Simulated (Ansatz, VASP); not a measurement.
# Cross-check of Si54H17ClO8 (HO:Si(111) with 1 of its OH changed to Cl) between VASP and Ansatz, part 2 of 3

One calculation is typed for both programs; each brings its own data sets. How far apart do they land? The cell is taken from a series of runs on this material, whose earlier steps may have relaxed, scaled, displaced or heated it; both programs get it as it stands.

VASP 6.6.1 and Ansatz 0.2.0.

So far: The structure; VASP: single point, PBE with D3(BJ), pair 1; Ansatz: single point, PBE with D3(BJ), pair 1.

**4. Side by side**

Known differences besides the potentials themselves: the cutoff is 420 eV in Ansatz and 520 eV in VASP (PREC = Accurate, projectors in real space). Total energies have different zeros and are not compared.

Compared:

```tsv
quantity	Ansatz	VASP	difference
gap on the k mesh (eV)	1.053	1.055	-0.003
```

Forces on 10 of the 80 atoms, those with the largest forces and the largest differences (eV/Å; atoms numbered as in POSCAR):

```tsv
atom	Ansatz x, y, z	VASP x, y, z
Si7	-0.007, 0.005, 0.796	-0.007, 0.004, 0.784
Si13	0.001, -0.006, 0.801	0.001, -0.006, 0.790
Si19	0.005, -0.001, 0.789	0.005, -0.002, 0.778
Si31	-0.002, 0.003, 0.802	-0.002, 0.002, 0.791
Si37	-0.003, 0.002, 0.802	-0.003, 0.002, 0.790
Si43	0.006, 0.003, 0.801	0.006, 0.003, 0.790
Si49	0.004, -0.003, 0.799	0.004, -0.003, 0.787
H62	0.000, 0.001, 0.018	-0.069, 0.041, 0.097
H66	-0.011, 0.004, 0.013	-0.082, 0.038, 0.093
H68	-0.015, 0.013, 0.014	-0.082, 0.054, 0.095
```

The forces differ by 27 meV/Å r.m.s., which is 14.2 % of the r.m.s. force of 0.189 eV/Å (both taken over all components). A gap on the mesh is an upper bound, since the band edges may lie between its points. With vacuum in the cell, a pressure given here is an average over mostly empty space and none of the material.

**5. VASP: single point, PBE with D3(BJ), pair 2**

With cell and atoms fixed, the geometry can't cause a difference; cores, projectors, grids and the points listed under the comparison can. This pair takes another cell of the material, with 79 atoms against 80 for the pair before.

INCAR reads:

```
SYSTEM = Si54H16Cl2O7
PREC = Accurate
ENCUT = 520
EDIFF = 1E-06
NELM = 120
ISMEAR = -1
SIGMA = 0.025
LREAL = Auto
ALGO = Normal
GGA = PE
IVDW = 12
NBANDS = 200
LORBIT = 11
LWAVE = .FALSE.
LCHARG = .FALSE.
ISIF = 2
LASPH = .TRUE.
GGA_COMPAT = .FALSE.
EFERMI = MIDGAP
NCORE = 2
```

POSCAR reads:

```
Si54H16Cl2O7
1.0
   11.6036200000      0.0000000000      0.0000000000
   -5.8018100000     10.0490300000      0.0000000000
    0.0000000000      0.0000000000     26.7011300000
Si H O Cl
54 16 7 2
Direct
    0.0000000000      0.0000000000      0.0928800000
    0.2222200000      0.1111100000      0.1224500000
    0.2221100000      0.1112000000      0.2097700000
    0.1109900000      0.2222200000      0.2383400000
    0.1098100000      0.2210100000      0.3264000000
    0.0012800000      0.9983000000      0.3546800000
    0.0000000000      0.3333300000      0.0928800000
    0.2222200000      0.4444400000      0.1224500000
    0.2224000000      0.4444700000      0.2099900000
    0.1110700000      0.5555100000      0.2378300000
    0.1113000000      0.5544100000      0.3255000000
    0.9989200000      0.3322900000      0.3542700000
    0.0000000000      0.6666700000      0.0928800000
    0.2222200000      0.7777800000      0.1224500000
    0.2221600000      0.7777500000      0.2097200000
    0.1112600000      0.8890400000      0.2379900000
    0.1119600000      0.8882800000      0.3258200000
    0.0007600000      0.6653800000      0.3536500000
    0.3333300000      0.0000000000      0.0928800000
    0.5555600000      0.1111100000      0.1224500000
    0.5555500000      0.1106800000      0.2094100000
    0.4448300000      0.2221000000      0.2371800000
    0.4457800000      0.2211300000      0.3246800000
    0.3348300000      0.9993400000      0.3537900000
    0.3333300000      0.3333300000      0.0928800000
    0.5555600000      0.4444400000      0.1224500000
    0.5553400000      0.4447100000      0.2097300000
    0.4443700000      0.5555100000      0.2390700000
    0.4439700000      0.5556400000      0.3276300000
    0.3337700000      0.3305900000      0.3522300000
    0.3333300000      0.6666700000      0.0928800000
    0.5555600000      0.7777800000      0.1224500000
    0.5553900000      0.7774600000      0.2099800000
    0.4443600000      0.8888300000      0.2378000000
    0.4448800000      0.8880700000      0.3254500000
    0.3324500000      0.6669000000      0.3551700000
    0.6666700000      0.0000000000      0.0928800000
    0.8888900000      0.1111100000      0.1224500000
    0.8888700000      0.1109000000      0.2098100000
    0.7775700000      0.2221200000      0.2371900000
    0.7779100000      0.2212700000      0.3245500000
    0.6668200000      0.0000500000      0.3542500000
    0.6666700000      0.3333300000      0.0928800000
    0.8888900000      0.4444400000      0.1224500000
    0.8893000000      0.4442100000      0.2093800000
    0.7781900000      0.5553900000      0.2368400000
    0.7792200000      0.5544800000      0.3241700000
    0.6682500000      0.3327300000      0.3532100000
    0.6666700000      0.6666700000      0.0928800000
    0.8888900000      0.7777800000      0.1224500000
    0.8891200000      0.7782000000      0.2097100000
    0.7776000000      0.8887300000      0.2383300000
    0.7786800000      0.8897700000      0.3263900000
    0.6691200000      0.6655000000      0.3520200000
    0.0000000000      0.0000000000      0.0374500000
    0.9674600000      0.0310500000      0.4360800000
    0.0000000000      0.3333300000      0.0374500000
    0.9530400000      0.3621200000      0.4339600000
    0.0000000000      0.6666700000      0.0374500000
    0.9613900000      0.6966400000      0.4342800000
    0.3333300000      0.0000000000      0.0374500000
    0.3075000000      0.0416900000      0.4345100000
    0.3333300000      0.3333300000      0.0374500000
    0.3333300000      0.6666700000      0.0374500000
    0.2883600000      0.7032900000      0.4344400000
    0.6666700000      0.0000000000      0.0374500000
    0.6279800000      0.0357600000      0.4342900000
    0.6666700000      0.3333300000      0.0374500000
    0.6411100000      0.3742900000      0.4341600000
    0.6666700000      0.6666700000      0.0374500000
    0.0092200000      0.9898400000      0.4173500000
    0.9992500000      0.3229700000      0.4169700000
    0.0061700000      0.6569600000      0.4165400000
    0.3437100000      0.9937900000      0.4166600000
    0.3348000000      0.6639300000      0.4177500000
    0.6755400000      0.9985700000      0.4169500000
    0.6787200000      0.3279400000      0.4160800000
    0.3386600000      0.3177900000      0.4311100000
    0.6816500000      0.6575300000      0.4309400000
```

KPOINTS reads:

```
Automatic mesh
0
Gamma
1 1 1
0 0 0
```

PAW data sets: Si, H, O and Cl (PBE family, release 64).

On the command line:

```console
> mpirun -np 8 vasp_gam
```

Numbers of over 12 decimals in the logs are rounded to 6 here.

What it wrote:

```text
[banner, memory and clock lines left out]
running    8 mpi-ranks, on    1 nodes
[...]
LDA part: xc-table for (Slater+PW92), standard interpolation
 POSCAR, INCAR and KPOINTS ok, starting setup
[...]
entering main loop
       N       E                     dE             d eps       ncg     rms          rms(c)
DAV:   1     0.193892346093E+04    0.19389E+04   -0.11525E+05   400   0.116E+03
DAV:   2    -0.137259984860E+03   -0.20762E+04   -0.19683E+04   496   0.229E+02
DAV:   3    -0.409478671932E+03   -0.27222E+03   -0.26801E+03   544   0.806E+01
DAV:   4    -0.419688295168E+03   -0.10210E+02   -0.10154E+02   496   0.177E+01
[...]
DAV:  34    -0.399585455435E+03   -0.33426E-05   -0.20804E-07   312   0.974E-04    0.852E-04
DAV:  35    -0.399585456784E+03   -0.13483E-05   -0.34445E-08   288   0.449E-04    0.736E-04
DAV:  36    -0.399585457127E+03   -0.34372E-06   -0.32977E-09   272   0.245E-04
   1 F= -.41464387E+03 E0= -.41464387E+03  d E =-.265857E-08
```

OUTCAR, selected parts (step 5):

```text
  FREE ENERGIE OF THE ION-ELECTRON SYSTEM (eV)
  ---------------------------------------------------
  free  energy   TOTEN  =      -414.6438747536 eV

  energy  without entropy=     -414.6438747510  energy(sigma->0) =     -414.64387475

[... 1 part as in an earlier step ...]
```

**6. Ansatz: single point, PBE with D3(BJ), pair 2**

The same cell, functional, mesh and smearing now go to Ansatz, which takes its cutoff from its data sets.

The cell is taken from a series of runs on this material, whose earlier steps may have relaxed, scaled, displaced or heated it; both programs get it as it stands.

input.yaml reads:

```yaml
crystal:
  lattice:
    - [11.60362, 0.0, 0.0]
    - [-5.80181, 10.04903, 0.0]
    - [0.0, 0.0, 26.70113]
  atoms:
    - { symbol: Si, position: [0.0, 0.0, 0.09288] }
    - { symbol: Si, position: [0.22222, 0.11111, 0.12245] }
    - { symbol: Si, position: [0.22211, 0.1112, 0.20977] }
    - { symbol: Si, position: [0.11099, 0.22222, 0.23834] }
    - { symbol: Si, position: [0.10981, 0.22101, 0.3264] }
    - { symbol: Si, position: [0.00128, 0.9983, 0.35468] }
    - { symbol: Si, position: [1.0, 0.33333, 0.09288] }
    - { symbol: Si, position: [0.22222, 0.44444, 0.12245] }
    - { symbol: Si, position: [0.2224, 0.44447, 0.20999] }
    - { symbol: Si, position: [0.11107, 0.55551, 0.23783] }
    - { symbol: Si, position: [0.1113, 0.55441, 0.3255] }
    - { symbol: Si, position: [0.99892, 0.33229, 0.35427] }
    - { symbol: Si, position: [1.0, 0.66667, 0.09288] }
    - { symbol: Si, position: [0.22222, 0.77778, 0.12245] }
    - { symbol: Si, position: [0.22216, 0.77775, 0.20972] }
    - { symbol: Si, position: [0.11126, 0.88904, 0.23799] }
    - { symbol: Si, position: [0.11196, 0.88828, 0.32582] }
    - { symbol: Si, position: [0.00076, 0.66538, 0.35365] }
    - { symbol: Si, position: [0.33333, 0.0, 0.09288] }
    - { symbol: Si, position: [0.55556, 0.11111, 0.12245] }
    - { symbol: Si, position: [0.55555, 0.11068, 0.20941] }
    - { symbol: Si, position: [0.44483, 0.2221, 0.23718] }
    - { symbol: Si, position: [0.44578, 0.22113, 0.32468] }
    - { symbol: Si, position: [0.33483, 0.99934, 0.35379] }
    - { symbol: Si, position: [0.33333, 0.33333, 0.09288] }
    - { symbol: Si, position: [0.55556, 0.44444, 0.12245] }
    - { symbol: Si, position: [0.55534, 0.44471, 0.20973] }
    - { symbol: Si, position: [0.44437, 0.55551, 0.23907] }
    - { symbol: Si, position: [0.44397, 0.55564, 0.32763] }
    - { symbol: Si, position: [0.33377, 0.33059, 0.35223] }
    - { symbol: Si, position: [0.33333, 0.66667, 0.09288] }
    - { symbol: Si, position: [0.55556, 0.77778, 0.12245] }
    - { symbol: Si, position: [0.55539, 0.77746, 0.20998] }
    - { symbol: Si, position: [0.44436, 0.88883, 0.2378] }
    - { symbol: Si, position: [0.44488, 0.88807, 0.32545] }
    - { symbol: Si, position: [0.33245, 0.6669, 0.35517] }
    - { symbol: Si, position: [0.66667, 0.0, 0.09288] }
    - { symbol: Si, position: [0.88889, 0.11111, 0.12245] }
    - { symbol: Si, position: [0.88887, 0.1109, 0.20981] }
    - { symbol: Si, position: [0.77757, 0.22212, 0.23719] }
    - { symbol: Si, position: [0.77791, 0.22127, 0.32455] }
    - { symbol: Si, position: [0.66682, 5.0e-05, 0.35425] }
    - { symbol: Si, position: [0.66667, 0.33333, 0.09288] }
    - { symbol: Si, position: [0.88889, 0.44444, 0.12245] }
    - { symbol: Si, position: [0.8893, 0.44421, 0.20938] }
    - { symbol: Si, position: [0.77819, 0.55539, 0.23684] }
    - { symbol: Si, position: [0.77922, 0.55448, 0.32417] }
    - { symbol: Si, position: [0.66825, 0.33273, 0.35321] }
    - { symbol: Si, position: [0.66667, 0.66667, 0.09288] }
    - { symbol: Si, position: [0.88889, 0.77778, 0.12245] }
    - { symbol: Si, position: [0.88912, 0.7782, 0.20971] }
    - { symbol: Si, position: [0.7776, 0.88873, 0.23833] }
    - { symbol: Si, position: [0.77868, 0.88977, 0.32639] }
    - { symbol: Si, position: [0.66912, 0.6655, 0.35202] }
    - { symbol: H, position: [0.0, 0.0, 0.03745] }
    - { symbol: O, position: [0.00922, 0.98984, 0.41735] }
    - { symbol: H, position: [0.96746, 0.03105, 0.43608] }
    - { symbol: H, position: [1.0, 0.33333, 0.03745] }
    - { symbol: O, position: [0.99925, 0.32297, 0.41697] }
    - { symbol: H, position: [0.95304, 0.36212, 0.43396] }
    - { symbol: H, position: [1.0, 0.66667, 0.03745] }
    - { symbol: O, position: [0.00617, 0.65696, 0.41654] }
    - { symbol: H, position: [0.96139, 0.69664, 0.43428] }
    - { symbol: H, position: [0.33333, 0.0, 0.03745] }
    - { symbol: O, position: [0.34371, 0.99379, 0.41666] }
    - { symbol: H, position: [0.3075, 0.04169, 0.43451] }
    - { symbol: H, position: [0.33333, 0.33333, 0.03745] }
    - { symbol: Cl, position: [0.33866, 0.31779, 0.43111] }
    - { symbol: H, position: [0.33333, 0.66667, 0.03745] }
    - { symbol: O, position: [0.3348, 0.66393, 0.41775] }
    - { symbol: H, position: [0.28836, 0.70329, 0.43444] }
    - { symbol: H, position: [0.66667, 0.0, 0.03745] }
    - { symbol: O, position: [0.67554, 0.99857, 0.41695] }
    - { symbol: H, position: [0.62798, 0.03576, 0.43429] }
    - { symbol: H, position: [0.66667, 0.33333, 0.03745] }
    - { symbol: O, position: [0.67872, 0.32794, 0.41608] }
    - { symbol: H, position: [0.64111, 0.37429, 0.43416] }
    - { symbol: H, position: [0.66667, 0.66667, 0.03745] }
    - { symbol: Cl, position: [0.68165, 0.65753, 0.43094] }
kpoints:
  mp_grid: { grid: [1, 1, 1] }
hamiltonian:
  xc: pbe
  dispersion: d3bj
scf:
  occupations: { method: fermi_dirac, width: 0.025 }
output:
  forces: true
  populations: true
  dos:
    method: { smearing: { sigma: 0.08 } }
    de: 0.1
    projected:
      site_lists:
        Cl: [Cl]
        H: [H]
        O: [O]
        Si: [Si]
        slab: [0, 1, 2, 3, 4, 5, 6, 7, 8, 9, 10, 11, 12, 13, 14, 15, 16, 17, 18, 19, 20, 21, 22, 23, 24, 25, 26, 27, 28, 29, 30, 31, 32, 33, 34, 35, 36, 37, 38, 39, 40, 41, 42, 43, 44, 45, 46, 47, 48, 49, 50, 51, 52, 53, 54, 55, 56, 57, 58, 59, 60, 61, 62, 63, 64, 65, 66, 68, 69, 70, 71, 72, 73, 74, 75, 76, 77]
        adsorbate: [67, 78]
  eigenvalues: true
  write_density: true
  write_potential: true
  volumetric_format: npy
```

On the command line:

```console
> ansatz run input.yaml --threads 5 --pin off --max-ram 81920MiB --backend cuda --events-out ev --progress --plain --runs-dir out
```

What it wrote:

```text
[...]
GPU FFT provider: cuFFT
GPU libraries: cuBLAS 13.8.2, cuFFT 12.4.0, cuSOLVER 12.3.4
Crystal: 79 atoms, lattice volume = 3113.489 Å³
Basis set: ecut = 420 eV, 60827 PW (Γ), exchange–correlation on 160×160×360 points (8 copies of the dense FFT grid, shifted against one another)
Bands: 223, of which v1, the nominal top of the filled ones, is band 144 counted from 1 (143 counted from 0)
Symmetry: 1 space group operations
[...]
k-points: 1
[...]
GPU buffer pool allocated for 1152000 grid points (all kernels)
[...]
atom  79  Cl    -0.00232901     0.00458511    -0.00232366
  max |Σ_I F_I| component: 1.18e-5 eV/Å
--- Band table (eV) ---
  k-point 0: bands = [... 140 lower, -0.9873, -0.9191, -0.5751, -0.4997, 0.5585, 0.5599, 0.5750, 0.5773, ... 75 higher]
--- Löwdin populations: 79 sites ---
  site symbol       q [e]
     0     Si      3.8642
     1     Si      3.9813
     2     Si      3.9596
     3     Si      3.9693
     4     Si      4.0532
     5     Si      3.3961
     6     Si      3.8622
     7     Si      3.9811
[...]
75      O      6.7262
    76      H      0.5860
    77      H      1.0383
    78     Cl      7.2578
  spilling = 0.011858 (of n_electrons = 288.000000)
```

**7. Differences**

The two programs side by side:

```tsv
quantity	Ansatz	VASP	difference
gap on the k mesh (eV)	1.058	1.061	-0.003
```

Forces on 10 of the 79 atoms, those with the largest forces and the largest differences (eV/Å; atoms numbered as in POSCAR):

```tsv
atom	Ansatz x, y, z	VASP x, y, z
Si7	-0.016, 0.005, 0.801	-0.016, 0.005, 0.789
Si13	0.004, -0.005, 0.794	0.004, -0.005, 0.782
Si19	0.007, 0.001, 0.792	0.008, 0.001, 0.781
Si31	-0.004, 0.002, 0.802	-0.004, 0.002, 0.791
Si37	-0.009, 0.011, 0.804	-0.009, 0.011, 0.792
Si43	0.010, -0.005, 0.809	0.010, -0.005, 0.798
Si49	-0.001, -0.002, 0.789	-0.001, -0.003, 0.777
H58	-0.025, 0.011, 0.025	-0.096, 0.047, 0.105
H65	-0.007, 0.002, -0.012	-0.077, 0.038, 0.068
H67	-0.016, 0.008, 0.018	-0.086, 0.042, 0.099
```

The forces differ by 26 meV/Å r.m.s., which is 13.5 % of the r.m.s. force of 0.189 eV/Å (both taken over all components). A gap on the mesh is an upper bound, since the band edges may lie between its points. With vacuum in the cell, a pressure given here is an average over mostly empty space and none of the material.

**8. VASP: single point, PBE with D3(BJ), pair 3**

With cell and atoms fixed, the geometry can't cause a difference; cores, projectors, grids and the points listed under the comparison can. This pair takes another cell of the material, with 78 atoms against 79 for the pair before.

INCAR, as its differences from that of step 5:

```diff
@@ -1,2 +1,2 @@
-SYSTEM = Si54H16Cl2O7
+SYSTEM = Si18H5ClO2
 PREC = Accurate
```

POSCAR reads:

```
Si18H5ClO2
1.0
   11.6036200000      0.0000000000      0.0000000000
   -5.8018100000     10.0490300000      0.0000000000
    0.0000000000      0.0000000000     26.7011300000
Si H O Cl
54 15 6 3
Direct
    0.0000000000      0.0000000000      0.0928800000
    0.2222200000      0.1111100000      0.1224500000
    0.2219400000      0.1106800000      0.2096900000
    0.1110100000      0.2220100000      0.2379500000
    0.1094300000      0.2208800000      0.3257800000
    0.0011000000      0.9987000000      0.3545400000
    0.0000000000      0.3333300000      0.0928800000
    0.2222200000      0.4444400000      0.1224500000
    0.2224000000      0.4444800000      0.2099700000
    0.1110800000      0.5554900000      0.2381700000
    0.1099100000      0.5543800000      0.3260900000
    0.9997100000      0.3322400000      0.3546900000
    0.0000000000      0.6666700000      0.0928800000
    0.2222200000      0.7777800000      0.1224500000
    0.2221200000      0.7777200000      0.2098600000
    0.1111100000      0.8887200000      0.2383300000
    0.1115600000      0.8879900000      0.3263100000
    0.9989400000      0.6651500000      0.3543500000
    0.3333300000      0.0000000000      0.0928800000
    0.5555600000      0.1111100000      0.1224500000
    0.5560300000      0.1106300000      0.2095500000
    0.4447600000      0.2218700000      0.2367700000
    0.4453900000      0.2213300000      0.3240200000
    0.3342900000      0.0007200000      0.3543800000
    0.3333300000      0.3333300000      0.0928800000
    0.5555600000      0.4444400000      0.1224500000
    0.5555700000      0.4443200000      0.2094600000
    0.4447500000      0.5551300000      0.2385100000
    0.4443600000      0.5553400000      0.3269300000
    0.3331200000      0.3303900000      0.3517400000
    0.3333300000      0.6666700000      0.0928800000
    0.5555600000      0.7777800000      0.1224500000
    0.5554400000      0.7775200000      0.2099900000
    0.4443100000      0.8887500000      0.2381900000
    0.4450500000      0.8896800000      0.3261200000
    0.3326100000      0.6669000000      0.3534400000
    0.6666700000      0.0000000000      0.0928800000
    0.8888900000      0.1111100000      0.1224500000
    0.8887800000      0.1110200000      0.2097500000
    0.7777700000      0.2219500000      0.2379700000
    0.7776600000      0.2217000000      0.3256300000
    0.6670700000      0.9996200000      0.3547800000
    0.6666700000      0.3333300000      0.0928800000
    0.8888900000      0.4444400000      0.1224500000
    0.8892000000      0.4437500000      0.2095500000
    0.7780400000      0.5551300000      0.2367200000
    0.7783900000      0.5542900000      0.3239400000
    0.6669100000      0.3328900000      0.3534600000
    0.6666700000      0.6666700000      0.0928800000
    0.8888900000      0.7777800000      0.1224500000
    0.8892100000      0.7779900000      0.2096900000
    0.7778600000      0.8888300000      0.2380300000
    0.7788200000      0.8902700000      0.3258900000
    0.6693200000      0.6664600000      0.3517500000
    0.0000000000      0.0000000000      0.0374500000
    0.9683100000      0.0359500000      0.4354300000
    0.0000000000      0.3333300000      0.0374500000
    0.9774000000      0.3782400000      0.4356200000
    0.0000000000      0.6666700000      0.0374500000
    0.9511700000      0.6917600000      0.4343300000
    0.3333300000      0.0000000000      0.0374500000
    0.3081800000      0.0499000000      0.4341600000
    0.3333300000      0.3333300000      0.0374500000
    0.3333300000      0.6666700000      0.0374500000
    0.6666700000      0.0000000000      0.0374500000
    0.6181900000      0.0183200000      0.4356800000
    0.6666700000      0.3333300000      0.0374500000
    0.6332500000      0.3716900000      0.4339800000
    0.6666700000      0.6666700000      0.0374500000
    0.0085700000      0.9924200000      0.4172300000
    0.0052700000      0.3240900000      0.4172200000
    0.9977300000      0.6534200000      0.4169800000
    0.3454500000      0.0020000000      0.4170300000
    0.6746900000      0.9933800000      0.4173100000
    0.6732700000      0.3272600000      0.4162500000
    0.3360500000      0.3167700000      0.4305600000
    0.3335500000      0.6659000000      0.4316800000
    0.6828600000      0.6628900000      0.4306100000
```

KPOINTS is that of step 5.

On the command line:

```console
> mpirun -np 8 vasp_gam
```

What it wrote:

```text
[banner, memory and clock lines left out]
running    8 mpi-ranks, on    1 nodes
[...]
LDA part: xc-table for (Slater+PW92), standard interpolation
 POSCAR, INCAR and KPOINTS ok, starting setup
[...]
entering main loop
       N       E                     dE             d eps       ncg     rms          rms(c)
DAV:   1     0.194147545588E+04    0.19415E+04   -0.11462E+05   400   0.115E+03
DAV:   2    -0.123781640439E+03   -0.20653E+04   -0.19554E+04   496   0.226E+02
DAV:   3    -0.398585910869E+03   -0.27480E+03   -0.27023E+03   536   0.805E+01
DAV:   4    -0.410061546433E+03   -0.11476E+02   -0.11415E+02   504   0.187E+01
[...]
DAV:  32    -0.391561890008E+03   -0.64792E-05   -0.14433E-07   320   0.876E-04    0.128E-03
DAV:  33    -0.391561893158E+03   -0.31496E-05   -0.16959E-07   304   0.108E-03    0.105E-03
DAV:  34    -0.391561893988E+03   -0.83064E-06   -0.38267E-08   248   0.510E-04
   1 F= -.40671678E+03 E0= -.40671678E+03  d E =-.216778E-08
```

From OUTCAR (step 8):

```text
  FREE ENERGIE OF THE ION-ELECTRON SYSTEM (eV)
  ---------------------------------------------------
  free  energy   TOTEN  =      -406.7167767320 eV

  energy  without entropy=     -406.7167767298  energy(sigma->0) =     -406.71677673

[... 1 part as in an earlier step ...]
```

[end of part 2 of 3]

[Lines on the potential files, build, host, timing and source positions are cut from VASP's logs without a mark.]

[Logs are printed without paths, hosts, clocks, repeated set-up lines and the standing remarks that a program may print on its own settings, such as how far it seeks lower states.]

[Hosts, paths, dates, database ids (printed as entryN), source tags and the programs' standing remarks are cut or masked in the printed files.]
